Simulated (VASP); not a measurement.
# RbBr (Fm-3m) in VASP: further runs

One crystal, RbBr, is run at these levels: r2SCAN; tasks: single point.

Program: VASP 6.6.1. These are calculated values, not measurements. Logs are shortened: lines on timing, memory, paths and dates and some standing lists are left out, and cuts for length are marked.

## 1. Starting point

Symmetry: Fm-3m, No. 225, cubic system. The conventional cell has a = 6.854 Å, b = 6.854 Å, c = 6.854 Å, α = 90.00°, β = 90.00°, γ = 90.00°. Rb (site symmetry m-3m) is surrounded by 6 Br at 3.43 Å. Br (site symmetry m-3m) is surrounded by 6 Rb at 3.43 Å.

## 2. Single point, r2SCAN

Input file INCAR:

```
SYSTEM = RbBr
PREC = Accurate
ENCUT = 200
EDIFF = 1E-6
ISMEAR = 0
SIGMA = 0.05
LREAL = .FALSE.
LASPH = .TRUE.
NELM = 100
ALGO = Normal
ISIF = 2
LWAVE = .FALSE.
LCHARG = .FALSE.
METAGGA = R2SCAN
LMIXTAU = .TRUE.
ADDGRID = .FALSE.
```

Input file KPOINTS:

```
Automatic mesh
0
G
  7 7 7
  0 0 0
```

Input file POSCAR:

```
RbBr
1.0
    0.0000000000      3.4270000000      3.4270000000
    3.4270000000      0.0000000000      3.4270000000
    3.4270000000      3.4270000000      0.0000000000
Rb Br
1 1
Direct
    0.0000000000      0.0000000000      0.0000000000
    0.5000000000      0.5000000000      0.5000000000
```

Potentials or basis: VASP PAW PBE potentials, release 64 (Rb_sv, Br).

The run is started by

```sh
$ cat potpaw_PBE.64/Rb_sv/POTCAR potpaw_PBE.64/Br/POTCAR > POTCAR
$ mpirun -np 1 vasp_std > vasp.out
```

OUTCAR:

```text
SYSTEM = RbBr
   PREC = Accurate
   ENCUT = 200
   EDIFF = 1E-6
   ISMEAR = 0
   LREAL = .FALSE.
   LASPH = .TRUE.
   NELM = 100
   ISIF = 2
   METAGGA = R2SCAN

 Found     20 irreducible k-points:

 Following reciprocal coordinates:
            Coordinates               Weight
  0.000000  0.000000  0.000000      1.000000
  0.142857  0.000000  0.000000      8.000000
  0.285714  0.000000  0.000000      8.000000
  0.428571  0.000000  0.000000      8.000000
  0.142857  0.142857  0.000000      6.000000
  0.285714  0.142857  0.000000     24.000000
   k-points           NKPTS =     20   k-points in BZ     NKDIM =     20   number of bands    NBANDS=     12
   number of dos      NEDOS =    301   number of ions     NIONS =      2
   total plane-waves  NPLWV =  13824
   dimension x,y,z NGX =    24 NGY =   24 NGZ =   24
   dimension x,y,z NGXF=    48 NGYF=   48 NGZF=   48
   ions per type =               1   1
   NGX,Y,Z   is equivalent  to a cutoff of   8.23,  8.23,  8.23 a.u.
   NGXF,Y,Z  is equivalent  to a cutoff of  16.47, 16.47, 16.47 a.u.
 SYSTEM =  RbBr
   PREC   = accura    normal or accurate (medium, high low for compatibility)
   ISTART =      0    job   : 0-new  1-cont  2-samecut
   ICHARG =      2    charge: 1-file 2-atom 10-const
   ISPIN  =      1    spin polarized calculation?
   LNONCOLLINEAR =      F non collinear calculations
   LSORBIT =      F    spin-orbit coupling
   LASPH  =      T    aspherical Exc in radial PAW
   ENCUT  =  200.0 eV  14.70 Ry    3.83 a.u.   5.59  5.59  5.59*2*pi/ulx,y,z
   NELM   =    100;   NELMIN=  2; NELMDL= -5     # of ELM steps
   EDIFF  = 0.1E-05   stopping-criterion for ELM
   LREAL  =      F    real-space projection
   EDIFFG = 0.1E-04   stopping-criterion for IOM
   NSW    =      0    number of steps for IOM
   IBRION =     -1    ionic relax: 0-MD 1-quasi-New 2-CG
   NFREE  =      0    steps in history (QN), initial steepest desc. (CG)
   ISIF   =      2    stress and relaxation
   ISYM   =      2    0-nonsym 1-usesym 2-fastsym
   POTIM  = 0.5000    time-step for ionic-motion
   TEBEG  =    0.0;   TEEND  =   0.0 temperature during run
   PSTRESS=    0.0 pullay stress
   NELECT =      16.0000    total number of electrons
   NUPDOWN=      -1.0000    fix difference up-down
   EMIN   =  10.00;   EMAX   =-10.00  energy-range for DOS
   EFERMI =   0.00;   METHOD = LEGACY
   ISMEAR =     0;   SIGMA  =   0.05  broadening in eV -4-tet -1-fermi 0-gaus
   EFERMI_NEDOS =   21; number of points for ismear=-14 and -15
   IALGO  =     38    algorithm
   IMIX   =      4    mixing-type and parameters
     AMIX     =   0.40;   BMIX     =  1.00
     AMIX_MAG =   1.60;   BMIX_MAG =  1.00
  volume/ion in A,a.u.               =      40.25       271.61
  Fermi-wavevector in a.u.,A,eV,Ry     =   0.955412  1.805467 12.419564  0.912812
  Thomas-Fermi vector in A             =   2.084247
   LORBIT       =      0    0 simple, 1 ext, 2 COOP (PROOUT), +10 PAW based schemes
   METAGGA = R2SCAN    functional components
   LHFCALC =     F    Hartree Fock is set to
   AEXX    =    0.0000 exact exchange contribution
   IVDW    =     0    specifies the selected vdW correction
   LEPSILON=     F    determine dielectric tensor
   LRPA    =     F    only Hartree local field effects (RPA)
 non-spin polarized calculation
 Gauss-broadening in eV      SIGMA  =   0.05
  energy-cutoff  :      200.00
  volume of cell :       80.50
 maximum number of plane-waves:       531
   NGX = 11   NGY = 11   NGZ = 11

 number of electron      15.9999982 magnetization

 Free energy of the ion-electron system (eV)
  ---------------------------------------------------
  ext. energy  EPLUGINS =         0.00000000
  ---------------------------------------------------
  free energy    TOTEN  =       -31.15303161 eV

  energy without entropy =      -31.15303161  energy(sigma->0) =      -31.15303161

 E-fermi :  -1.8651     XC(G=0):  -7.6306

 val. band max:       -2.1523836529   @ k =   0.0000   0.0000   0.0000
 cond. band min:       2.8172256958   @ k =   0.0000   0.0000   0.0000
 fundamental gap:      4.9696093487
 Fermi energy:        -1.8651022098

 k-point     1 :       0.0000    0.0000    0.0000
  band No.  band energies     occupation
      1     -27.3062      2.00000
      2     -14.7801      2.00000
      3     -10.8435      2.00000
      4     -10.8435      2.00000
      5     -10.8435      2.00000
      6      -2.1524      2.00000
      7      -2.1524      2.00000
      8      -2.1524      2.00000
      9       2.8172      0.00000
     10       5.7280      0.00000
     11       5.7280      0.00000
     12       5.7280      0.00000

 k-point     2 :       0.1429    0.0000    0.0000
  band No.  band energies     occupation
      1     -27.3043      2.00000
      2     -14.7881      2.00000
      3     -10.8447      2.00000
      4     -10.8447      2.00000
      5     -10.8333      2.00000
      6      -2.3747      2.00000
      7      -2.2225      2.00000
      8      -2.2225      2.00000
      9       3.2946      0.00000
     10       5.5716      0.00000
     11       5.9805      0.00000
     12       5.9805      0.00000

 k-point     3 :       0.2857    0.0000    0.0000
  band No.  band energies     occupation
      1     -27.2998      2.00000
      2     -14.8059      2.00000
      3     -10.8472      2.00000
      4     -10.8472      2.00000
      5     -10.8107      2.00000
      6      -2.7935      2.00000
      7      -2.3699      2.00000
      8      -2.3699      2.00000
      9       4.3362      0.00000
     10       5.5656      0.00000
     11       6.7023      0.00000
     12       6.7023      0.00000

 k-point     4 :       0.4286    0.0000    0.0000
  band No.  band energies     occupation
      1     -27.2966      2.00000
      2     -14.8201      2.00000
      3     -10.8493      2.00000
      4     -10.8493      2.00000
      5     -10.7927      2.00000
      6      -3.0814      2.00000
      7      -2.4833      2.00000
      8      -2.4833      2.00000
      9       5.0481      0.00000
     10       6.0139      0.00000
     11       7.7380      0.00000
     12       7.7380      0.00000

 k-point     5 :       0.1429    0.1429    0.0000
  band No.  band energies     occupation
      1     -27.3035      2.00000
      2     -14.7869      2.00000
      3     -10.8567      2.00000
      4     -10.8567      2.00000
      5     -10.8196      2.00000
      6      -2.4788      2.00000
      7      -2.1940      2.00000
      8      -2.1940      2.00000
      9       3.3936      0.00000
     10       5.1861      0.00000
     11       6.2607      0.00000
     12       6.2607      0.00000

 k-point     6 :       0.2857    0.1429    0.0000
  band No.  band energies     occupation
      1     -27.3002      2.00000
      2     -14.7928      2.00000
      3     -10.8662      2.00000
      4     -10.8628      2.00000
      5     -10.8201      2.00000
      6      -2.7340      2.00000
      7      -2.3205      2.00000
      8      -2.2822      2.00000
      9       4.1812      0.00000
     10       4.9948      0.00000
     11       6.8511      0.00000
     12       6.9857      0.00000

 [... further k-points ...]

------------------------ aborting loop because EDIFF is reached ----------------------------------------

  FORCE on cell =-STRESS in cart. coord.  units (eV):
  Direction    XX          YY          ZZ          XY          YZ          ZX
  --------------------------------------------------------------------------------------
  -------------------------------------------------------------------------------------
  Total       -0.2170712     -0.2170712     -0.2170712     -0.0000000      0.0000000      0.0000000
  in kB       -4.3205647     -4.3205647     -4.3205647     -0.0000000      0.0000000      0.0000000
  external PRESSURE =      -4.3205647 kB  Pullay stress =       0.0000000 kB

 VOLUME and BASIS-vectors are now :
 -----------------------------------------------------------------------------
  energy-cutoff  :      200.00
  volume of cell :       80.50
      direct lattice vectors                 reciprocal lattice vectors
     0.000000000  3.427000000  3.427000000    -0.145900204  0.145900204  0.145900204
     3.427000000  0.000000000  3.427000000     0.145900204 -0.145900204  0.145900204
     3.427000000  3.427000000  0.000000000     0.145900204  0.145900204 -0.145900204

 POSITION                                       TOTAL-FORCE (eV/Angst)
 -----------------------------------------------------------------------------------
      0.00000      0.00000      0.00000         0.000000      0.000000      0.000000
      3.42700      3.42700      3.42700        -0.000000      0.000000      0.000000
 -----------------------------------------------------------------------------------
    total drift:                                0.000000     -0.000000     -0.000000

  FREE ENERGIE OF THE ION-ELECTRON SYSTEM (eV)
  ---------------------------------------------------
  free  energy   TOTEN  =       -31.1530316133 eV

  energy  without entropy=      -31.1530316133  energy(sigma->0) =      -31.15303161
```

stdout:

```text
POSCAR found type information on POSCAR RbBr
 POSCAR found :  2 types and       2 ions
 scaLAPACK will be used
 -----------------------------------------------------------------------------
|                                                                             |
|                                                                             |
|     You enforced a specific xc type in the INCAR file but a different       |
|     I HOPE YOU KNOW WHAT YOU ARE DOING!                                     |
|                                                                             |
 -----------------------------------------------------------------------------

 LDA part: xc-table for (None), standard interpolation
 POSCAR, INCAR and KPOINTS ok, starting setup
 FFT: planning ... GRIDC
 FFT: planning ... GRID_SOFT
 FFT: planning ... GRID
 WAVECAR not read
 entering main loop
```

Run time: 44 s. Hardware: 1 thread of AMD EPYC 7R13 (Zen 3), shared host; peak memory 0.1 GiB.

The run converged, but a check on its numbers failed (symmetry, net force, bounds or a known fault of this set-up), so they aren't taken as properties of the crystal.

Caveat: the cutoff lies under the usual one of these potentials, so the numbers hold a large basis-set error; the PAW data sets were made with another functional, which shifts forces and pressure a little; an odd mesh through Γ misses points on the zone boundary, where band edges often lie.

## 3. Single point, r2SCAN

INCAR, as its differences from that of step 2:

```diff
@@ -2,3 +2,3 @@
 PREC = Accurate
-ENCUT = 200
+ENCUT = 400
 EDIFF = 1E-6
```

Input file KPOINTS:

```
Automatic mesh
0
G
  5 5 5
  0 0 0
```

POSCAR is that of step 2.

Potentials or basis: VASP PAW PBE potentials, release 64 (Rb_sv, Br).

The run is started by

```sh
$ cat potpaw_PBE.64/Rb_sv/POTCAR potpaw_PBE.64/Br/POTCAR > POTCAR
$ mpirun -np 1 vasp_std > vasp.out
```

It took 48 s on 1 thread of AMD EPYC 7R13 (Zen 3), shared host; peak memory 0.15 GiB.

These settings aren't checked as converged: the numbers below hold their error.

Results:

| Quantity | Value |
| --- | --- |
| Free energy | -31.1515 eV |
| Pressure | 0.5 GPa |
| Band gap on the k mesh | 4.97 eV, direct |

Caveat: the PAW data sets were made with another functional, which shifts forces and pressure a little.

## 4. Single point, r2SCAN

INCAR, as its differences from that of step 3:

```diff
@@ -5,3 +5,3 @@
 ISMEAR = 0
-SIGMA = 0.05
+SIGMA = 0.5
 LREAL = .FALSE.
```

KPOINTS is that of step 3.

POSCAR is that of step 3.

The run is started by

```sh
$ cat potpaw_PBE.64/Rb_sv/POTCAR potpaw_PBE.64/Br/POTCAR > POTCAR
$ mpirun -np 1 vasp_std > vasp.out
```

It took 49 s on 1 thread of AMD EPYC 7R13 (Zen 3), shared host; peak memory 0.14 GiB.

The run converged, but some of its settings lie outside the range that counts as converged, so its numbers aren't taken as properties of the crystal.

Results:

```yaml
Free_energy: -31.1515 eV
Pressure: 0.5 GPa
Band_gap_on_the_k_mesh: 4.97 eV, direct
```

Caveat: the PAW data sets were made with another functional, which shifts forces and pressure a little.

[end of part 1 of 2]
